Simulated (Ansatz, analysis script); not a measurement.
## Energy of spin spirals in a free-standing square Re monolayer, spacing 2.603 Å

Wanted: E(q) and the moments of a free-standing square Re monolayer, spacing 2.603 Å along a path through the zone.

Program: Ansatz 0.2.0. Level of theory: PBE, PAW set soft_1. Results are calculated unless marked as measured.

## (1) The structure

The cell holds 1 atom: 1 Re. Its edges and angles: a = 2.603 Å, b = 2.603 Å, c = 14.000 Å, α = 90.0°, β = 90.0°, γ = 90.0°. An idealised lattice of chosen spacing, in vacuum. Vacuum lies along c.

## (2) Starting state

First a free collinear run, to see which state the typed moments lead to.

input.yaml

```yaml
crystal:
  lattice:
    - [2.603, 0.0, 0.0]
    - [0.0, 2.603, 0.0]
    - [0.0, 0.0, 14.0]
  atoms:
    - { symbol: Re, position: [0.0, 0.0, 0.5], spin: 1.0 }
magnetization:
  spin_polarized: true
kpoints:
  mp_grid: { grid: [7, 7, 1] }
hamiltonian:
  xc: pbe
  pseudopotentials: { kind: paw, azcp: { folder: soft_1 } }
scf:
  occupations: { method: fermi_dirac, width: 0.1 }
  max_iter: 120
  convergence: { dr2_threshold: 1.0e-08 }
  lower_state_search: "off"
output:
  write_density: true
  write_potential: true
  elf: true
  volumetric_format: npy
```

The run is started by

```bash
$ ansatz run input.yaml --threads 4 --pin off --max-ram 8192MiB --backend cpu --events-out ev --progress --plain --runs-dir out
```

Numbers of over 12 decimals in the logs are rounded to 6 here.

Output:

```text
Engine: ansatz 0.2.0, aarch64-unknown-linux-gnu
Pseudopotentials: kind: paw
Pseudopotential: Re, paw, valence charge 15, recommended cutoff 420 eV (normal), soft_1/Re.paw.azcp
Functional definition: PBE
  parameter kappa = 0.804
  parameter beta = 0.066725
  exchange = pbe_x(kappa = kappa, mu = beta*pi^2/3)
  correlation = pbe_c(beta = beta)
Crystal: 1 atoms, lattice volume = 94.859 Å³
Basis set: ecut = 420 eV, 1891 PW (Γ)
Bands: 12, of which v1, the nominal top of the filled ones, is band 8 counted from 1 (7 counted from 0)
Symmetry: 16 space group operations
Space group: P4/mmm (ITA 123), of the structure as read, at distance tolerance 4.6e-5 Å
Magnetic group: BNS 123.339 (UNI 999), of the structure as read, at distance tolerance 4.6e-5 Å
k-points: 10 of 49
Non-local potential: Re, projectors of the file, l = 0: 3, l = 1: 2, l = 2: 2, l = 3: 1
PAW form: soft (Blöchl's): semilocal exchange-correlation on the pseudo side does not see the compensation charge
PAW one-centre angular grid: Re, 590 points (default); XC on 64 Gauss nodes
Initial density: superposition of atomic densities (neutral atoms: chi_scale 0, normalization atom)
Starting moments: Σ|m| = 1 μB on 1 of 1 site
Initial wavefunctions: pseudopotential atomic-orbital guess
Functional: x = pbe(κ = 0.804, μ = 0.219515), c = pbe(β = 0.066725)
SCF iter   1: F=—  HF=-10866.139298 eV  |F-HF|=—  |Δ(HF+E_count)|=         —  Δρ=2.25e-2 (↑2.25e-2 ↓1.79e-2)  dr2=4.71e-1  dr2_m=2.46e-1  M=0.413 μB ∫|m|=0.413 μB  β_m=0.30  ethr=3.10e-3  ⟨swp⟩=6.2  Hψ=1496  notcnv=0
preconditioner: auto → LDOS  [metal: Δε(μ)=0.059 eV  Ē_g=6.614 eV  σ=0.100 eV  W_gap=0.15  n_scr=8 (ndim 8)  ℏωp=10.1 eV  f_vac=0.660  D(μ)=2.05/eV (n_scr^D=8)]
spin=Collinear: LDOS preconditioning applied to the charge; magnetization (m = ρ↑ − ρ↓) channel mixes plain (no charge-response kernel on spin).
SCF iter   2: F=—  HF=-10866.085451 eV  |F-HF|=—  |Δ(HF+E_count)|=   5.38e-2  Δρ=1.59e-2 (↑1.59e-2 ↓1.29e-2)  dr2=1.46e-1  dr2_m=1.42e-1  M=0.355 μB ∫|m|=0.356 μB  β_m=0.30  ethr=3.10e-3  ⟨swp⟩=1.9  Hψ=443  notcnv=0
SCF iter   3: F=—  HF=-10866.075039 eV  |F-HF|=—  |Δ(HF+E_count)|=   1.04e-2  Δρ=9.98e-3 (↑9.98e-3 ↓9.46e-3)  dr2=1.38e-2  dr2_m=7.69e-2  M=0.336 μB ∫|m|=0.337 μB  β_m=0.30  ethr=9.71e-4  ⟨swp⟩=2.9  Hψ=416  notcnv=0
SCF iter   4: F=—  HF=-10866.089470 eV  |F-HF|=—  |Δ(HF+E_count)|=   1.44e-2  Δρ=7.15e-3 (↑6.83e-3 ↓7.15e-3)  dr2=2.33e-3  dr2_m=4.19e-2  M=0.318 μB ∫|m|=0.320 μB  β_m=0.30  ethr=9.18e-5  ⟨swp⟩=1.9  Hψ=347  notcnv=0
SCF iter   5: F=—  HF=-10866.098212 eV  |F-HF|=—  |Δ(HF+E_count)|=   8.74e-3  Δρ=5.31e-3 (↑4.99e-3 ↓5.31e-3)  dr2=4.43e-4  dr2_m=2.29e-2  M=0.305 μB ∫|m|=0.307 μB  β_m=0.30  ethr=1.55e-5  ⟨swp⟩=2.5  Hψ=389  notcnv=0
SCF iter   6: F=—  HF=-10866.102557 eV  |F-HF|=—  |Δ(HF+E_count)|=   4.35e-3  Δρ=3.84e-3 (↑3.84e-3 ↓3.73e-3)  dr2=4.97e-5  dr2_m=1.25e-2  M=0.297 μB ∫|m|=0.299 μB  β_m=0.30  ethr=2.96e-6  ⟨swp⟩=2.5  Hψ=444  notcnv=0
SCF iter   7: F=—  HF=-10866.104965 eV  |F-HF|=—  |Δ(HF+E_count)|=   2.41e-3  Δρ=2.80e-3 (↑2.80e-3 ↓2.77e-3)  dr2=4.92e-6  dr2_m=6.76e-3  M=0.293 μB ∫|m|=0.294 μB  β_m=0.30  ethr=3.31e-7  ⟨swp⟩=3.0  Hψ=510  notcnv=0
Mixer restart at iter 7: flushing history
spin-set hold released at iteration 7 (site moments contracting): the magnetisation degrees of freedom join the quasi-Newton model from the next iteration; the mixer history was flushed
SCF iter   8: F=—  HF=-10866.106327 eV  |F-HF|=—  |Δ(HF+E_count)|=   1.36e-3  Δρ=2.07e-3 (↑2.07e-3 ↓2.06e-3)  dr2=2.16e-6  dr2_m=3.71e-3  M=0.289 μB ∫|m|=0.290 μB  β_m=0.65  ethr=3.28e-8  ⟨swp⟩=3.0  Hψ=459  notcnv=0
SCF iter   9: F=—  HF=-10866.108186 eV  |F-HF|=—  |Δ(HF+E_count)|=   1.86e-3  Δρ=1.62e-4 (↑1.62e-4 ↓1.22e-4)  dr2=3.59e-6  dr2_m=1.73e-5  M=0.280 μB ∫|m|=0.280 μB  β_m=0.78  ethr=1.44e-8  ⟨swp⟩=4.7  Hψ=713  notcnv=0
SCF iter  10: F=—  HF=-10866.108216 eV  |F-HF|=—  |Δ(HF+E_count)|=   2.95e-5  Δρ=9.65e-5 (↑7.09e-5 ↓9.65e-5)  dr2=9.74e-7  dr2_m=5.99e-6  M=0.282 μB ∫|m|=0.283 μB  β_m=0.89  ethr=1.44e-8  ⟨swp⟩=2.5  Hψ=431  notcnv=0
SCF iter  11: F=—  HF=-10866.108234 eV  |F-HF|=—  |Δ(HF+E_count)|=   1.84e-5  Δρ=8.28e-5 (↑8.28e-5 ↓5.93e-5)  dr2=1.00e-6  dr2_m=4.23e-6  M=0.286 μB ∫|m|=0.286 μB  β_m=0.95  ethr=6.49e-9  ⟨swp⟩=2.8  Hψ=436  notcnv=0
SCF iter  12: F=—  HF=-10866.108247 eV  |F-HF|=—  |Δ(HF+E_count)|=   1.34e-5  Δρ=6.62e-5 (↑6.62e-5 ↓5.83e-5)  dr2=1.66e-7  dr2_m=3.36e-6  M=0.290 μB ∫|m|=0.291 μB  β_m=0.42  ethr=6.49e-9  ⟨swp⟩=3.1  Hψ=438  notcnv=0
SCF iter  13: F=—  HF=-10866.108274 eV  |F-HF|=—  |Δ(HF+E_count)|=   2.63e-5  Δρ=3.55e-5 (↑3.54e-5 ↓3.55e-5)  dr2=7.45e-8  dr2_m=1.07e-6  M=0.302 μB ∫|m|=0.303 μB  β_m=0.76  ethr=1.11e-9  ⟨swp⟩=4.4  Hψ=639  notcnv=0
SCF iter  14: F=—  HF=-10866.108290 eV  |F-HF|=—  |Δ(HF+E_count)|=   1.65e-5  Δρ=8.36e-6 (↑7.69e-6 ↓8.36e-6)  dr2=9.59e-8  dr2_m=3.85e-8  M=0.320 μB ∫|m|=0.321 μB  β_m=0.87  ethr=4.97e-10  ⟨swp⟩=4.8  Hψ=649  notcnv=0
iter 15 did not close the SCF: its close was put off for a magnetic moment that had not settled (scf_convergence_deferred on its scf_iter line)
SCF iter  15: F=-10866.108290 eV  HF=-10866.108290 eV  |F-HF|=1.74e-8  |Δ(HF+E_count)|=   1.76e-7  Δρ=1.44e-6 (↑1.11e-6 ↓1.44e-6)  dr2=3.32e-9  dr2_m=1.03e-9  M=0.322 μB ∫|m|=0.322 μB  β_m=0.94  ethr=6.67e-11  ⟨swp⟩=3.9  Hψ=1122  notcnv=0
SCF iter  16: F=-10866.108290 eV  HF=-10866.108290 eV  |F-HF|=3.24e-10  |Δ(HF+E_count)|=   1.83e-8  Δρ=3.49e-7 (↑3.38e-7 ↓3.49e-7)  dr2=2.95e-10  dr2_m=1.23e-11  M=0.322 μB ∫|m|=0.322 μB  ethr=2.21e-11  ⟨swp⟩=2.0  Hψ=868  notcnv=0
SCF 1 converged in 16 iterations: F = -10866.108290 eV  dr2 = 2.95e-10
  greatest PAW one-centre occupation: 0.999 electrons in one spin orbital (limit 2), on the Re atom at site 0 (counted from 0), in its partial waves of l = 0
WARN: The output density's exchange-correlation potential varies sharply where the density is thin. Do not read a vacuum level from v_tot or v_xc, or from such a field of the output density. On a cell that repeats whose density bears no net charge and no dipole along the vacuum's axis use v_es (v_loc + v_h of the components); under efield.dipole_correction with no amplitude use v_es + v_field, which holds any externa [...]
SCF converged after 16 iterations
Magnetization: 0.3216 μB (7.6608 up, 7.3392 down)
Absolute magnetization: 0.3225 μB (∫|ρ↑−ρ↓|, with the PAW one-centre terms)
Spin contamination: 0.0059 ħ² per cell (⟨S²⟩ above its minimum at these occupations)
Per-site moments (μB) at R_I (Å): [(0.202045, 1.073738)]
Free energy (F): -10866.108290 eV
Harris-Foulkes:  -10866.108290 eV  (|F-HF|=3.24e-10)
Internal energy: -10866.054434 eV  (E = F + TS)
E sigma→0 (E₀):  -10866.081362 eV
Entropy (-TS):   -0.053857 eV (-53.857 meV/atom)
Fermi energy:    -0.885342 eV
--- Per-component energies (eV) ---
  E_band       = -438.754101
  E_kinetic    = 514.295183
  E_local      = -6369.322357  (includes V_loc(G=0)·N_el)
  E_nonlocal   = 83.401206
  E_hartree    = 2883.629202
  E_xc         = -350.997300
  E_vxc        = -282.710556  (∫ρ·V_xc dr)
  E_paw        = -8704.954610  (= ΣΔE_a)
  E_vpaw       = -151.675199  (= ΣTr[D̂ρ^β])
  E_aug_tail   = 0.000060  (compensation charges beyond the density's cutoff)
  E_ewald      = 1077.894182
  E_smearing   = -0.053857  (= −TS)
  E_closure    = -0.000000  (closes the sum)
  Σ components = -10866.108290   (vs F -10866.108290, Δ=0.00e0)
--- Band table (eV; the first three rows and the last of 20) ---
  k-point 0 ↑: bands = [... 4 lower, -7.5512, -5.3153, -2.7735, -0.0175, 1.1441, 1.1441, 2.8469, 4.2822]
  k-point 1 ↑: bands = [... 4 lower, -6.8741, -4.6904, -2.5038, -1.1720, 1.2389, 1.9173, 2.0758, 4.7114]
  k-point 2 ↑: bands = [... 4 lower, -5.7557, -2.7683, -2.5975, -1.6704, 0.6654, 1.4594, 3.2809, 5.9850]
  k-point 9 ↓: bands = [... 4 lower, -5.5463, -2.4773, -2.3184, 0.5891, 3.4764, 5.1143, 8.4839, 9.7234]
```

Run time: 1.9 s. Hardware: 4 threads of Arm Neoverse N1, shared host; peak memory 0.3 GiB.

Spin moment in the atom's sphere by atom:

```csv
atom,spin moment in the atom's sphere (μB)
Re1,0.202
```

The run ends ferromagnetic, with a net moment of 0.322 μB a cell. With one Re atom carrying the moment, parallel order of its images is forced by the cell, not found.

Spin density in the ca plane at fractional y = 0.000, with atoms of Re within 0.2 Å of it.

Values in e/Å³, 5 rows by 16 columns, each cell a mean:
```
0.00 0.00 0.00 0.00 0.00 0.00 0.03 0.07 0.06 0.05 0.00 0.00 0.00 0.00 0.00 0.00
0.00 0.00 0.00 0.00 0.00 0.00 0.01 0.01 0.01 0.01 0.00 0.00 0.00 0.00 0.00 0.00
0.00 0.00 0.00 0.00 0.00 0.00 0.00 0.00 0.00 0.01 0.00 0.00 0.00 0.00 0.00 0.00
0.00 0.00 0.00 0.00 0.00 0.00 0.02 0.02 0.03 0.02 0.00 0.00 0.00 0.00 0.00 0.00
0.00 0.00 0.00 0.00 0.00 0.00 0.04 0.11 0.09 0.07 0.01 0.00 0.00 0.00 0.00 0.00
```
Columns run along c (14.0 Å), rows up along a (2.6 Å). Atoms in or near the plane, at fractional coordinates: Re at (0.50, 0.00).

Valence density in the ca plane at fractional y = 0.000, with atoms of Re within 0.2 Å of it. It is the smooth field of the valence electrons, not physical close to the nuclei.

Ten steps, logarithmic in the rise over the least value, from '0' (0.0 e/Å³) to '9' (6.9 e/Å³), each cell a mean:
```
0000000000000001258999731000000000000000
0000000000000001246887531000000000000000
0000000000000001234665421000000000000000
0000000000000001123444321000000000000000
0000000000000001134554321000000000000000
0000000000000001235787531000000000000000
0000000000000001247998631000000000000000
0000000000000001258999741000000000000000
```
Columns run along c (14.0 Å), rows up along a (2.6 Å). Atoms in or near the plane, at fractional coordinates: Re at (0.50, 0.00).

ELF in the ca plane at fractional y = 0.000, with atoms of Re within 0.2 Å of it. It is the smooth field of the valence electrons, not physical close to the nuclei.

Ten even steps from '0' (0.00) to '9' (0.70), each cell a mean:
```
0000000000000122348989733210000000000000
0000000000000123346998533210000000000000
0000000000000123445565444310000000000000
0000000000000124666555665310000000000000
0000000000000124555555554310000000000000
0000000000000123445887443210000000000000
0000000000000122348999633210000000000000
0000000000000122359869733210000000000000
```
Columns run along c (14.0 Å), rows up along a (2.6 Å). Atoms in or near the plane, at fractional coordinates: Re at (0.50, 0.00).

## (3) Mesh refined

Levels at the Fermi energy are partly filled, so moments and energy differences can hang on the k-mesh, and the state is solved again on a denser one.

input.yaml, the sections that differ from step 2:

```yaml
kpoints:
  mp_grid: { grid: [21, 21, 1] }
basis:
  ecutwfc: 420.0
# crystal, magnetization, hamiltonian, scf: as in step 2
# output: removed
```

Output:

```text
[...]
Crystal: 1 atoms, lattice volume = 94.859 Å³
Basis set: ecut = 420 eV, 1891 PW (Γ)
Bands: 12, of which v1, the nominal top of the filled ones, is band 8 counted from 1 (7 counted from 0)
Symmetry: 16 space group operations
[...]
k-points: 66 of 441
[...]
Starting moments: Σ|m| = 1 μB on 1 of 1 site
[...]
Magnetization: 0.4279 μB (7.7139 up, 7.2861 down)
Absolute magnetization: 0.4290 μB (∫|ρ↑−ρ↓|, with the PAW one-centre terms)
[...]
Per-site moments (μB) at R_I (Å): [(0.278807, 1.073738)]
Free energy (F): -10866.154482 eV
[...]
Internal energy: -10866.099425 eV  (E = F + TS)
E sigma→0 (E₀):  -10866.126953 eV
Entropy (-TS):   -0.055057 eV (-55.057 meV/atom)
Fermi energy:    -0.799340 eV
[...]
[key lines of the parts left out:]
SCF converged after 16 iterations
```

It took 6.2 s on 4 threads; peak memory 0.4 GiB; 23 s of CPU time.

Spin moment in the atom's sphere by atom:

```csv
atom,spin moment in the atom's sphere (μB)
Re1,0.279
```

The run ends ferromagnetic, with a net moment of 0.428 μB a cell, against 0.322 μB on the first mesh.

Each spiral starts from these moments, tilted 90° from the rotation axis z (a flat spiral); sizes are free, while the program holds flat spirals in their plane. Spin–orbit coupling is switched off, so the energy does not depend on how the axis lies in the crystal. The folder named start holds the saved collinear state, from which each run begins.

The runs on spinors take the mesh 20×20×1.

## (4) q = (0, 0, 0)

The reference is the same input at q = 0, so that basis and exchange-correlation form match those at other q. Every q is chosen so that q/2 is a mesh vector: every spiral then samples the k-points of q = 0, and much mesh noise cancels.

input.yaml, the sections that differ from step 3:

```yaml
crystal:
  lattice:
    - [2.603, 0.0, 0.0]
    - [0.0, 2.603, 0.0]
    - [0.0, 0.0, 14.0]
  atoms:
    - { symbol: Re, position: [0.0, 0.0, 0.5], spin: 0.28, spin_axis: [1.0, 0.0, 0.0] }
kpoints:
  mp_grid: { grid: [20, 20, 1] }
magnetization:
  noncollinear: true
  spin_spiral: { q: [0.0, 0.0, 0.0] }
checkpoint:
  read: start
# hamiltonian, scf, basis: as in step 3
```

The run is started by

```bash
$ ansatz run input.yaml --threads 1 --pin off --max-ram 2048MiB --backend cpu --events-out ev --progress --plain --runs-dir out
```

Output:

```text
Warning: checkpoint.read: spin treatment differs: saved collinear, current noncollinear; the saved charge density seeds this run and the saved magnetisation is carried along the axis that this deck's starting moments share; the saved density holds an absolute magnetisation of 4.3e-1 μB; saved orbitals and DFT+U occupations are not carried; the saved PAW projector densities are carried along that axis
Warning: checkpoint.read: magnetization.spin_spiral differs: saved none, current q = [0, 0, 0]; the saved state is no spin spiral's: the SCF starts from none of its orbitals and from its density, each atom's moment turned about z as a whole to its place on this deck's spiral. A spiral's own state at q: [0, 0, 0] serves better
[...]
Crystal: 1 atoms, lattice volume = 94.859 Å³
Basis set: ecut = 420 eV, 1891 PW (Γ)
Bands: 24, of which v1, the nominal top of the filled ones, is band 15 counted from 1 (14 counted from 0)
Symmetry: 16 space group operations
k-points: 66 of 400
Spin spiral: q = (0, 0, 0) of the reciprocal vectors; moments are told in the frame that turns with it, a site's in that at the site
[...]
Starting moments: Σ|m| = 0.28 μB on 1 of 1 site; this step starts from the density that it was given
[...]
iter 1 solved again at ethr=5.41e-6 eV; its pass at ethr=3.10e-3 eV (dr2=8.11e-4 eV) is discarded
[...]
SCF iter   9: F=-10866.157079 eV  HF=-10866.157079 eV  |F-HF|=7.28e-12  |Δ(HF+E_count)|=  3.47e-10  Δρ=1.82e-7  dr2=8.29e-12  dr2_m=7.21e-12  ethr=1.04e-11  |M|=3.72e-1 ∫|m|=3.73e-1 μB  |m|>n=8.9e-3 m-floor=8.9e-3 τ_xc=6.3e-9 mc-row=8.9e-3  ⟨swp⟩=1.0  Hψ=4733  notcnv=0
SCF 1 converged in 9 iterations: F = -10866.157079 eV  dr2 = 8.29e-12
[...]
SCF converged after 9 iterations
Magnetization: |M| = 0.3724 μB,  M = (+0.3724, -0.0000, +0.0000) μB
Absolute magnetization: 0.3735 μB (∫|m|, with the PAW one-centre terms)
  site 0: m = (+0.2402, -0.0000, +0.0000) μB, |m| = 0.2402 μB  (R = 1.07 Å)
Free energy (F): -10866.157079 eV
[...]
Internal energy: -10866.102700 eV  (E = F + TS)
E sigma→0 (E₀):  -10866.129889 eV
Entropy (-TS):   -0.054379 eV (-54.379 meV/atom)
Fermi energy:    -0.804288 eV
[...]
```

It took 59 s on 1 thread; peak memory 0.54 GiB.

The largest moment is 0.240 μB, against 0.279 μB in the collinear run.

## (5) q = (0, 0.2, 0)

Only q changes. The cell stays that of the crystal, since the generalised Bloch theorem carries the rotation from cell to cell.

Edit input.yaml of step 4 so:

```diff
@@ -21,3 +21,3 @@
   noncollinear: true
-  spin_spiral: { q: [0.0, 0.0, 0.0] }
+  spin_spiral: { q: [0.0, 0.2, 0.0] }
 checkpoint:
```

Output:

```text
[...]
Crystal: 1 atoms, lattice volume = 94.859 Å³
Basis set: ecut = 420 eV, 1891 PW (Γ)
Bands: 24, of which v1, the nominal top of the filled ones, is band 15 counted from 1 (14 counted from 0)
Symmetry: 4 space group operations
k-points: 121 of 400
[...]
SCF iter  10: F=-10866.158576 eV  HF=-10866.158576 eV  |F-HF|=5.46e-12  |Δ(HF+E_count)|=   6.14e-9  Δρ=3.13e-7  dr2=3.03e-12  dr2_m=2.34e-11  ethr=1.00e-12  |M|=4.74e-1 ∫|m|=4.90e-1 μB  |m|>n=8.7e-3 m-floor=8.9e-3 τ_xc=1.5e-3 mc-row=8.9e-3  ⟨swp⟩=1.0  Hψ=10152  notcnv=0
SCF 1 converged in 10 iterations: F = -10866.158576 eV  dr2 = 3.03e-12
[...]
SCF converged after 10 iterations
Magnetization: |M| = 0.4741 μB,  M = (+0.4741, -0.0000, +0.0000) μB
Absolute magnetization: 0.4900 μB (∫|m|, with the PAW one-centre terms)
  site 0: m = (+0.3182, -0.0000, +0.0000) μB, |m| = 0.3182 μB  (R = 1.07 Å)
Free energy (F): -10866.158576 eV
[...]
Internal energy: -10866.105933 eV  (E = F + TS)
E sigma→0 (E₀):  -10866.132255 eV
Entropy (-TS):   -0.052643 eV (-52.643 meV/atom)
Fermi energy:    -0.783779 eV
[...]
```

Run time: 2.1 min. Hardware: 1 thread; peak memory 0.73 GiB.

The energy of the cell lies 1.50 meV below that at q = 0, and the largest moment is 0.318 μB against 0.240 μB.

[end of part 1 of 2]

[Logs and program files are shortened in this print: banners, set-up blocks, solver, clock and traceback lines can be left out without a mark of their own.]

[Logs are printed without paths, hosts, clocks, repeated set-up lines and the standing remarks that a program may print on its own settings, such as how far it seeks lower states.]

[Hosts, paths, dates, database ids (printed as entryN), source tags and the programs' standing remarks are cut or masked in the printed files.]
